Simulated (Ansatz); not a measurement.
# Mg, diamond: how the functional moves the structure

All rows: Ansatz, plane waves with scalar-relativistic PAW, 420 eV (500 eV for the SCAN forms), relaxed under each functional, no dispersion correction, no zero-point motion. B₀ comes from uniform scaling at fixed shape; a dash is a value not given.

```
functional  V (Å³/atom)         cell  B₀ (GPa)     magnetic state  ΔE to hcp (meV/atom)
       PBE        40.42  a = 6.864 Å        11  spin not included                   770
    r²SCAN        40.41  a = 6.863 Å        12  spin not included                   884
    PBEsol        38.86  a = 6.775 Å        12  spin not included                   826
       LDA        37.48  a = 6.693 Å        13  spin not included                   807
      RPBE        42.33  a = 6.970 Å        10  spin not included                   757
      BLYP        45.41  a = 7.135 Å         7  spin not included                   454
```

What does revPBE give?

V (Å³/atom): 41.91; cell: a = 6.947 Å; B₀ (GPa): 10; magnetic state: spin not included; ΔE to hcp (meV/atom): 762.
